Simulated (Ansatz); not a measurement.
# TiSi2 (Fddd) in Ansatz: a series of runs

Aim: see how the results for TiSi2 move with the level of theory and the settings. Levels: PBEsol+U, PBE, LDA. Tasks: relaxation of cell and atoms, single point.

Program: Ansatz 0.2.0. These are calculated values, not measurements. Logs are shortened: lines on timing, memory, paths and dates and some standing lists are left out, and cuts for length are marked.

## (1) The structure

The structure is orthorhombic, space group Fddd (No. 70). Conventional cell: a = 4.779 Å, b = 8.235 Å, c = 8.526 Å, α = 90.00°, β = 90.00°, γ = 90.00°. Ti (site symmetry 222) has 10 Si at 2.55 to 2.78 Å as nearest neighbours. Si (site symmetry 2) is surrounded by 5 Si at 2.52 to 2.79 Å and 5 Ti at 2.55 to 2.78 Å.

The cell is a database's computed one.

## (2) Relaxation of cell and atoms, PBEsol+U

The input, input.yaml:

```yaml
crystal:
  lattice:
    - [0.0, 4.1175163063, 4.2628978354]
    - [2.3895119538, 0.0, 4.2628978354]
    - [2.3895119538, 4.1175163063, 0.0]
  atoms:
    - { symbol: Ti, position: [0.75, 0.75, 0.75] }
    - { symbol: Ti, position: [0.5, 0.5, 0.5] }
    - { symbol: Si, position: [0.41256561, 0.08743439, 0.41256561] }
    - { symbol: Si, position: [0.08743439, 0.41256561, 0.08743439] }
    - { symbol: Si, position: [0.16256561, 0.83743439, 0.16256561] }
    - { symbol: Si, position: [0.83743439, 0.16256561, 0.83743439] }
hamiltonian:
  xc: pbesol
  pseudopotentials: { kind: paw }
  hubbard: { sites: [{ species: Ti, l: d, u_eff: 6.0 }] }
kpoints:
  mp_grid: { grid: [7, 7, 7] }
scf:
  occupations: { method: fermi_dirac, width: 0.05 }
output:
  forces: true
  stress: true
  eigenvalues: true
  write_density: true
  write_potential: true
  elf: true
  volumetric_format: npy
relax:
  f_tol: 0.01
  max_steps: 40
  cell: { stress_tol: 0.05 }
```

Potentials or basis: Ansatz PAW.

Command:

```
$ ansatz run input.yaml --threads 2 --pin off --max-ram 5632MiB --backend cpu --events-out ev --progress --plain --runs-dir out
```

Standard output:

```text
Warning: RAYON_NUM_THREADS=2 ignored (pool sized by the plan → 2); use --threads N
Ti: projections on atomic orbitals take those of the free atom [Ne] 3s2 3p6 3d2 4s2, of charge +0.00 (hamiltonian.pseudopotentials.projection_atoms); the dataset's partial waves leave at most 4.1e-7 of an orbital's norm unspanned inside its sphere
Si: projections on atomic orbitals take those of the free atom [Ne] 3s2 3p2, of charge +0.00 (hamiltonian.pseudopotentials.projection_atoms); the dataset's partial waves leave at most 6.1e-8 of an orbital's norm unspanned inside its sphere
Engine: ansatz 0.2.0, aarch64-unknown-linux-gnu
Pseudopotentials: kind: paw
Pseudopotential: Ti, paw, valence charge 12, recommended cutoff 420 eV (normal), Ti.paw.azcp
Pseudopotential: Si, paw, valence charge 4, recommended cutoff 420 eV (normal), Si.paw.azcp
Functional definition: PBEsol
  exchange = pbesol_x
  correlation = pbesol_c
Crystal: 6 atoms, lattice volume = 83.884 Å³
Basis set: ecut = 420 eV, 1617 PW (Γ), exchange–correlation on 80×72×64 points (8 copies of the dense FFT grid, shifted against one another)
Bands: 26, of which v1, the nominal top of the filled ones, is band 20 counted from 1 (19 counted from 0)
Symmetry: 8 space group operations
Space group: Fddd (ITA 70), of the structure as read, at distance tolerance 4.4e-5 Å
k-points: 64 of 343
Non-local potential: Ti, projectors of the file, l = 0: 3, l = 1: 2, l = 2: 3, l = 3: 1
Non-local potential: Si, projectors of the file, l = 0: 2, l = 1: 2, l = 2: 2
PAW form: soft (Blöchl's): semilocal exchange-correlation on the pseudo side does not see the compensation charge
PAW frozen core: Ti, regenerated for the run's functional, and the local potential with it (the file was generated under x = pbe(κ = 0.804, μ = 0.2195149727645171), c = pbe(β = 0.06672455060314922))
PAW frozen core: Si, regenerated for the run's functional, and the local potential with it (the file was generated under x = pbe(κ = 0.804, μ = 0.2195149727645171), c = pbe(β = 0.06672455060314922))
PAW one-centre angular grid: Ti, 590 points (default); XC on 64 Gauss nodes
PAW one-centre angular grid: Si, 110 points (default); XC on 64 Gauss nodes
Initial density: superposition of atomic densities (chi_scale 0.1, normalization cell, long waves of neutral atoms under a Hubbard term (reshape's long-wave potential 0.00 eV rms, cloud 2.71 Å wide))
Initial wavefunctions: pseudopotential atomic-orbital guess
Functional: x = pbesol(κ = 0.804, μ = 0.12345679012345678), c = pbesol(β = 0.046)
SCF iter   1: F=—  HF=-7425.246474 eV  |F-HF|=—  |Δ(HF+E_count)|=         —  Δρ=6.09e-2  dr2=3.50e0  ethr=3.10e-3  ⟨swp⟩=6.6  Hψ=8682  notcnv=0
preconditioner: auto → Kerker (q_TF=auto, 2.412 Å⁻¹)  [metal: Δε(μ)=0.025 eV  Ē_g=6.986 eV  σ=0.050 eV  W_gap=0.13  n_scr=16 (ndim 8)  ℏωp=19.9 eV  f_vac=0.000  D(μ)=2.48/eV (n_scr^D=16)]
SCF iter   2: F=—  HF=-7424.767962 eV  |F-HF|=—  |Δ(HF+E_count)|=   4.79e-1  Δρ=2.45e-2  dr2=6.31e-1  ethr=3.10e-3  ⟨swp⟩=3.0  Hψ=4007  notcnv=0  defer=33
SCF iter   3: F=—  HF=-7424.946684 eV  |F-HF|=—  |Δ(HF+E_count)|=   1.79e-1  Δρ=1.55e-2  dr2=3.11e-1  ethr=1.58e-3  ⟨swp⟩=2.3  Hψ=1973  notcnv=0  defer=33
SCF iter   4: F=—  HF=-7424.965508 eV  |F-HF|=—  |Δ(HF+E_count)|=   1.88e-2  Δρ=3.41e-3  dr2=6.80e-3  ethr=7.76e-4  ⟨swp⟩=3.0  Hψ=2963  notcnv=0  defer=32
SCF iter   5: F=—  HF=-7424.978227 eV  |F-HF|=—  |Δ(HF+E_count)|=   1.27e-2  Δρ=2.28e-3  dr2=4.01e-3  ethr=1.70e-5  ⟨swp⟩=2.8  Hψ=3112  notcnv=0  defer=30
SCF iter   6: F=—  HF=-7424.984219 eV  |F-HF|=—  |Δ(HF+E_count)|=   5.99e-3  Δρ=1.69e-3  dr2=2.32e-3  ethr=1.00e-5  ⟨swp⟩=3.0  Hψ=3409  notcnv=0  defer=29
SCF iter   7: F=—  HF=-7424.986402 eV  |F-HF|=—  |Δ(HF+E_count)|=   2.18e-3  Δρ=3.16e-4  dr2=7.48e-5  ethr=5.80e-6  ⟨swp⟩=2.6  Hψ=3130  notcnv=0  defer=27
SCF iter   8: F=—  HF=-7424.986469 eV  |F-HF|=—  |Δ(HF+E_count)|=   6.71e-5  Δρ=1.49e-4  dr2=1.07e-5  ethr=1.87e-7  ⟨swp⟩=2.0  Hψ=2240  notcnv=0  defer=27
SCF iter   9: F=—  HF=-7424.986510 eV  |F-HF|=—  |Δ(HF+E_count)|=   4.09e-5  Δρ=6.57e-5  dr2=2.47e-6  ethr=2.66e-8  ⟨swp⟩=2.1  Hψ=2948  notcnv=0  defer=27
SCF iter  10: F=—  HF=-7424.986518 eV  |F-HF|=—  |Δ(HF+E_count)|=   8.58e-6  Δρ=1.37e-5  dr2=7.76e-8  ethr=2.50e-10  ⟨swp⟩=11.4  Hψ=13141  notcnv=0
SCF iter  11: F=-7424.986519 eV  HF=-7424.986519 eV  |F-HF|=1.02e-9  |Δ(HF+E_count)|=   2.82e-7  Δρ=6.15e-6  dr2=2.69e-8  ethr=1.94e-10  ⟨swp⟩=8.5  Hψ=9608  notcnv=0
SCF 1 converged in 11 iterations: F = -7424.986519 eV  dr2 = 2.69e-8
[... 55 lines left out ...]
SCF iter   4: F=-7425.024245 eV  HF=-7425.024245 eV  |F-HF|=6.10e-9  |Δ(HF+E_count)|=   1.34e-7  Δρ=5.11e-6  dr2=2.27e-8  ethr=8.05e-11  ⟨swp⟩=6.0  Hψ=10366  notcnv=0
SCF 6 converged in 4 iterations: F = -7425.024245 eV  dr2 = 2.27e-8
relax step   6: F+E_penalty+E_count = -7425.02424522 eV  Δ(F+E_penalty+E_count) = -2.930e-5 eV  max|allowed force component| = 1.007e-4 eV/Å  Δτ_max = 0.0010 Å  P = +0.002 GPa  Ω = 86.394 Å³  energy of the carried Pulay correction = -4.886e-4 eV  (4 SCF iters, dr2 threshold 3.22e-8 eV, accepted)
Basis set: ecut = 420 eV, 1665 PW (Γ), exchange–correlation on 80×72×72 points (8 copies of the dense FFT grid, shifted against one another)
Initial wavefunctions: pseudopotential atomic-orbital guess (no wavefunctions were taken with the density)
iter 1 solved again at ethr=9.50e-8 eV; its pass at ethr=3.10e-3 eV (dr2=3.80e-5 eV) is discarded
SCF iter   1: F=—  HF=-7425.024882 eV  |F-HF|=—  |Δ(HF+E_count)|=         —  Δρ=1.42e-4  dr2=4.04e-7  ethr=9.50e-8  ⟨swp⟩=3.0  Hψ=12279  notcnv=0
SCF iter   2: F=—  HF=-7425.024879 eV  |F-HF|=—  |Δ(HF+E_count)|=   3.17e-6  Δρ=7.19e-5  dr2=1.18e-7  ethr=1.01e-9  ⟨swp⟩=1.4  Hψ=1709  notcnv=0
SCF iter   3: F=—  HF=-7425.024879 eV  |F-HF|=—  |Δ(HF+E_count)|=   1.39e-7  Δρ=4.07e-6  dr2=1.63e-8  ethr=2.94e-10  ⟨swp⟩=2.3  Hψ=2219  notcnv=0
SCF iter   4: F=—  HF=-7425.024879 eV  |F-HF|=—  |Δ(HF+E_count)|=   1.75e-9  Δρ=1.22e-6  dr2=4.34e-10  ethr=4.07e-11  ⟨swp⟩=2.9  Hψ=2978  notcnv=0
SCF iter   5: F=—  HF=-7425.024879 eV  |F-HF|=—  |Δ(HF+E_count)|=   2.18e-9  Δρ=4.37e-7  dr2=7.02e-11  ethr=1.00e-12  ⟨swp⟩=6.8  Hψ=8360  notcnv=0
SCF iter   6: F=—  HF=-7425.024879 eV  |F-HF|=—  |Δ(HF+E_count)|=  4.47e-10  Δρ=3.92e-7  dr2=1.90e-10  ethr=1.00e-12  ⟨swp⟩=6.0  Hψ=7108  notcnv=0
SCF iter   7: F=-7425.024879 eV  HF=-7425.024879 eV  |F-HF|=2.73e-12  |Δ(HF+E_count)|=  1.82e-11  Δρ=1.10e-7  dr2=9.62e-12  ethr=1.00e-12  ⟨swp⟩=4.2  Hψ=7301  notcnv=0
SCF 7 converged in 7 iterations: F = -7425.024879 eV  dr2 = 9.62e-12
relax step   7: F+E_penalty+E_count = -7425.02487892 eV  Δ(F+E_penalty+E_count) = -6.337e-4 eV  max|allowed force component| = 1.269e-5 eV/Å  Δτ_max = 0.0000 Å  P = +0.016 GPa  Ω = 86.394 Å³  stress off target by 2.36e-2 GPa  SCF on the basis re-selected at this cell (its energy is not comparable with the rows above)  (7 SCF iters)
basis re-selected at this cell: Δ(F+E_penalty+E_count) = -6.337e-4 eV, ΔP = +0.014 GPa vs the last step (what re-selecting the basis moved, of the pressure what is left beyond the Pulay correction that the steps carried, after the strain that the cell walked since its last selection, with what the two solves' SCF thresholds leave and, on support functions, any second-order correction that the steps lacked; it is no measure of the basis error at this ecutwfc). The dense FFT grid was sized anew with the basis: this SCF ran on 40×36×36 points, the steps before it on 40×36×32, so part of this shift can come from that change (see relax.cell in the input reference). This SCF's stress stands 2.36e-2 GPa from its target on what of the cell is left free (relax.cell.stress_tol is 5.00e-2 GPa) and its largest allowed force component is 1.27e-5 eV/Å (relax.f_tol is 1.00e-2 eV/Å): within both
SCF converged after 7 iterations
Free energy (F): -7425.024879 eV
Harris-Foulkes:  -7425.024879 eV  (|F-HF|=2.73e-12)
Internal energy: -7425.007333 eV  (E = F + TS)
E sigma→0 (E₀):  -7425.016106 eV
Entropy (-TS):   -0.017546 eV (-2.924 meV/atom)
Fermi energy:    12.596456 eV
--- Per-component energies (eV) ---
  E_band       = -239.647290
  E_kinetic    = 713.872817
  E_local      = -2039.575687  (includes V_loc(G=0)·N_el)
  E_nonlocal   = 117.685833
  E_hartree    = 874.807834
  E_xc         = -419.623698
  E_vxc        = -440.116840  (∫ρ·V_xc dr)
  E_hubbard    = 12.135873  (on-site DFT+U / exact-exchange correction)
  E_vhub       = 6.290608  (the Hubbard potential's part of the band-sum identity)
  E_paw        = -4038.212764  (= ΣΔE_a)
  E_vpaw       = -347.419779  (= ΣTr[D̂ρ^β])
  E_aug_tail   = 0.000246  (compensation charges beyond the density's cutoff)
  E_ewald      = -2646.502798
  E_core_change = 0.405011  (= ΣΔE_core)
  E_smearing   = -0.017546  (= −TS)
  E_closure    = 0.000000  (closes the sum)
  Σ components = -7425.024879   (vs F -7425.024879, Δ=0.00e0)
--- Forces (eV/Å), atoms counted from 1 ---
  atom   1  Ti     0.00000000     0.00000000    -0.00000000
  atom   2  Ti    -0.00000000    -0.00000000     0.00000000
  atom   3  Si     0.00000000     0.00001269    -0.00000000
  atom   4  Si     0.00000000    -0.00001269    -0.00000000
  atom   5  Si     0.00000000     0.00001269     0.00000000
  atom   6  Si     0.00000000    -0.00001269     0.00000000
  max |Σ_I F_I| component: 1.39e-17 eV/Å
--- Stress (GPa, compression-positive) ---
        0.018863      -0.000000      -0.000000
       -0.000000       0.023638       0.000000
       -0.000000       0.000000       0.005132
  P = ⅓ Tr σ = 0.0159 GPa (0.159 kbar)
--- Band table (eV; the first three rows and the last of 64) ---
  k-point 0: bands = ["-44.8882", "-44.8636", "-21.4428", "-21.3431", "-21.2222", "-21.1835", "-21.1698", "-21.1142", "-0.1747", "6.1595", "6.4180", "7.0777", "7.4979", "8.4428", "8.7779", "9.9481", "10.0709", "10.3938", "10.4386", "10.7038", "11.7129", "15.1101", "15.1762", "15.4215", "15.5110", "15.6906"]
  k-point 1: bands = ["-44.8872", "-44.8644", "-21.4401", "-21.3490", "-21.2185", "-21.1837", "-21.1696", "-21.1167", "0.0337", "5.6980", "5.7667", "7.0120", "7.7769", "8.4692", "9.0309", "9.5759", "10.2025", "10.2615", "10.9079", "11.3749", "11.6865", "14.8100", "15.2385", "15.2476", "15.3446", "15.7179"]
  k-point 2: bands = ["-44.8845", "-44.8666", "-21.4331", "-21.3628", "-21.2121", "-21.1833", "-21.1681", "-21.1229", "0.6355", "4.5021", "5.1428", "6.8320", "7.4878", "8.1554", "9.2453", "9.9265", "10.6902", "11.2343", "11.2941", "11.5865", "12.4502", "14.1196", "14.9606", "15.0580", "15.0826", "15.3568"]
  k-point 63: bands = ["-44.8761", "-44.8748", "-21.4012", "-21.3971", "-21.1826", "-21.1799", "-21.1656", "-21.1583", "1.9062", "1.9405", "5.8215", "6.7827", "7.8805", "9.0996", "9.4523", "9.9532", "10.5819", "10.7088", "11.4148", "11.4575", "13.6634", "13.7465", "14.2871", "14.9886", "15.3057", "15.3900"]
Occupation matrices written to <dir>
--- Relaxed structure (6 steps of the walk, 6 accepted, 1 SCFs on fresh bases) ---
  F+E_penalty+E_count = -7425.02487892 eV   max|allowed force component| = 1.269e-5 eV/Å   (the final SCF, on the basis selected at the relaxed cell)
  cell:  # Å, volume = 86.3943 Å³
    - [-2.885274198501414e-18, 4.189657530671905, 4.262080263083372]
    - [2.4191049729408616, -6.1355401456955274e-34, 4.262080263083372]
    - [2.4191049729408616, 4.189657530671905, -1.6173029365276826e-18]
  atoms:
    - { symbol: Ti, position: [0.7499999999999996, 0.75, 0.7500000000000002] }
    - { symbol: Ti, position: [0.4999999999999999, 0.5, 0.5] }
    - { symbol: Si, position: [0.4100562445020729, 0.08994375549792702, 0.410056244502073] }
    - { symbol: Si, position: [0.08994375549792691, 0.410056244502073, 0.08994375549792707] }
    - { symbol: Si, position: [0.160056244502073, 0.8399437554979269, 0.16005624450207306] }
    - { symbol: Si, position: [0.8399437554979268, 0.16005624450207306, 0.8399437554979268] }
```

Wall time 51 s (2 threads of Arm Neoverse V1, shared host); peak memory 0.57 GiB.

Results:

| Item | Value |
| --- | --- |
| Free energy | -7425.0249 eV |
| Relaxed volume | 14.40 Å³/atom |
| Relaxed cell | a = 5.977 Å, b = 4.901 Å, c = 4.838 Å, α = 75.71°, β = 52.62°, γ = 51.67° |
| Space group after relaxing (to 0.05 Å) | Fddd (No. 70) |
| Energy gained by relaxing | 6.4 meV/atom |
| Ionic steps | 7 |
| Pressure after relaxing | 0.0 GPa |
| Band gap on the k mesh | none (metal or under the smearing width) |

The path:
| step | energy change (eV) | largest force (eV/Å) | volume (Å³) |
| --- | --- | --- | --- |
| 1 | 0.0000 | 0.1266 | 83.88 |
| 2 | -0.0368 | 0.0462 | 86.47 |
| 3 | -0.0374 | 0.0271 | 86.44 |
| 4 | -0.0377 | 0.0087 | 86.39 |
| 5 | -0.0377 | 0.0067 | 86.42 |
| 6 | -0.0377 | 0.0001 | 86.39 |
| 7 | -0.0384 | 0.0000 | 86.39 |

Final structure:
```yaml
crystal:
  lattice:
    - [0.00000, 4.18966, 4.26208]
    - [2.41910, 0.00000, 4.26208]
    - [2.41910, 4.18966, 0.00000]
  atoms:
    - { symbol: Ti, position: [0.75000, 0.75000, 0.75000] }
    - { symbol: Ti, position: [0.50000, 0.50000, 0.50000] }
    - { symbol: Si, position: [0.41006, 0.08994, 0.41006] }
    - { symbol: Si, position: [0.08994, 0.41006, 0.08994] }
    - { symbol: Si, position: [0.16006, 0.83994, 0.16006] }
    - { symbol: Si, position: [0.83994, 0.16006, 0.83994] }
```

Levels at points of the mesh, in eV from the Fermi level:
| k point | band 17 | band 18 | band 19 | band 20 | band 21 | band 22 | band 23 | band 24 |
| --- | --- | --- | --- | --- | --- | --- | --- | --- |
| (0.00, 0.00, 0.00) | -2.53 | -2.20 | -2.16 | -1.89 | -0.88 | 2.51 | 2.58 | 2.83 |

Eigenvalues of the final occupation matrices:
```
  site  spin  trace               eigenvalues
site 1     1   1.50  0.20 0.24 0.30 0.30 0.46
site 2     1   1.50  0.20 0.24 0.30 0.30 0.46
```

Caveat: the plane-wave basis is chosen anew once the cell has moved, so the energies of steps on either side of that aren't comparable; U without spin polarisation on a metal has little footing; the PAW data sets come from PBE, with cores solved anew for the run's functional, which leaves a small shift of forces and pressure; the U is typed as a test and isn't derived for this compound.

## (3) Relaxation of cell and atoms, PBEsol+U

Edit input.yaml of step 2 so:

```diff
@@ -15,3 +15,3 @@
   pseudopotentials: { kind: paw }
-  hubbard: { sites: [{ species: Ti, l: d, u_eff: 6.0 }] }
+  hubbard: { sites: [{ species: Ti, l: d, u_eff: 8.0 }] }
 kpoints:
@@ -24,6 +24,2 @@
   eigenvalues: true
-  write_density: true
-  write_potential: true
-  elf: true
-  volumetric_format: npy
 relax:
```

Potentials or basis: Ansatz PAW.

Command:

```
$ ansatz run input.yaml --threads 2 --pin off --max-ram 5632MiB --backend cpu --events-out ev --progress --plain --runs-dir out
```

It took 70 s on 2 threads of Arm Neoverse V1, shared host; peak memory 0.6 GiB.

The run converged. Its results:

- Free energy: -7421.2184 eV
- Relaxed volume: 15.28 Å³/atom
- Relaxed cell: a = 6.130 Å, b = 4.915 Å, c = 5.034 Å, α = 76.06°, β = 51.09°, γ = 52.85°
- Space group after relaxing (to 0.05 Å): Fddd (No. 70)
- Energy gained by relaxing: 36.9 meV/atom
- Ionic steps: 9
- Pressure after relaxing: 0.0 GPa
- Band gap on the k mesh: none (metal or under the smearing width)

Step by step:
| step | energy change (eV) | largest force (eV/Å) | volume (Å³) |
| --- | --- | --- | --- |
| 1 | 0.0000 | 0.2302 | 83.88 |
| 2 | -0.1991 | 0.0836 | 89.24 |
| 3 | -0.2150 | 0.0536 | 90.91 |
| 4 | -0.2175 | 0.0310 | 91.47 |
| 5 | -0.2179 | 0.0155 | 91.48 |
| 6 | -0.2182 | 0.0015 | 91.57 |
| 7 | -0.2215 | 0.0002 | 91.57 |
| 8 | -0.2215 | 0.0005 | 91.70 |
| 9 | -0.2215 | 0.0005 | 91.70 |

Final structure:
```xyz
6
Lattice="0.0000 4.4025 4.2658 2.4414 0.0000 4.2658 2.4414 4.4025 0.0000" Properties=species:S:1:pos:R:3 pbc="T T T"
Ti    3.6621    6.6037    6.3987
Ti    2.4414    4.4025    4.2658
Si    1.2207    3.5726    2.1329
Si    1.2207    0.8298    2.1329
Si    2.4414    1.3714    4.2658
Si    2.4414    7.4336    4.2658
```

Levels at points of the mesh, in eV from the Fermi level:
| k point | band 18 | band 19 | band 20 | band 21 | band 22 | band 23 |
| --- | --- | --- | --- | --- | --- | --- |
| (0.00, 0.00, 0.00) | -2.41 | -2.34 | -1.96 | -0.80 | 1.28 | 1.95 |

Eigenvalues of the final occupation matrices:
```
  site  spin  trace               eigenvalues
site 1     1   1.41  0.12 0.17 0.21 0.27 0.64
site 2     1   1.41  0.12 0.17 0.21 0.27 0.64
```

Caveat: the plane-wave basis is chosen anew once the cell has moved, so the energies of steps on either side of that aren't comparable; U without spin polarisation on a metal has little footing; the PAW data sets come from PBE, with cores solved anew for the run's functional, which leaves a small shift of forces and pressure; the U is typed as a test and isn't derived for this compound.

## (4) Single point, PBE

Edit input.yaml of step 3 so:

```diff
@@ -13,5 +13,4 @@
 hamiltonian:
-  xc: pbesol
+  xc: pbe
   pseudopotentials: { kind: paw }
-  hubbard: { sites: [{ species: Ti, l: d, u_eff: 8.0 }] }
 kpoints:
@@ -19,3 +18,3 @@
 scf:
-  occupations: { method: fermi_dirac, width: 0.05 }
+  occupations: { method: gaussian, width: 0.011 }
 output:
@@ -24,5 +23,5 @@
   eigenvalues: true
-relax:
-  f_tol: 0.01
-  max_steps: 40
-  cell: { stress_tol: 0.05 }
+  write_density: true
+  write_potential: true
+  elf: true
+  volumetric_format: npy
```

Command:

```
$ ansatz run input.yaml --threads 2 --pin off --max-ram 5632MiB --backend cpu --events-out ev --progress --plain --runs-dir out
```

Run time: 6 s. Hardware: 2 threads of Arm Neoverse V2, shared host; peak memory 0.42 GiB.

Results (log left out):

```
Free energy            : -7545.9032 eV
Pressure               : 2.1 GPa
Largest force          : 0.012 eV/Å
Band gap on the k mesh : none (metal or under the smearing width)
```

Forces in eV/Å, atoms in the order of the input:
```
Ti   0.000  0.000  0.000
Ti   0.000  0.000  0.000
Si   0.000  0.012  0.000
Si   0.000 -0.012  0.000
Si   0.000  0.012  0.000
Si   0.000 -0.012  0.000
```

Stress tensor (GPa, compression positive):
```
2.40 0.00 0.00
0.00 0.80 0.00
0.00 0.00 2.95
```

Levels at points of the mesh, in eV from the Fermi level:
```
           k point  band 17  band 18  band 19  band 20  band 21  band 22  band 23  band 24
(0.00, 0.00, 0.00)    -2.27    -2.07    -1.78    -1.35    -0.93     2.08     3.14     3.35
```

(Part 1 of 2 ends here.)
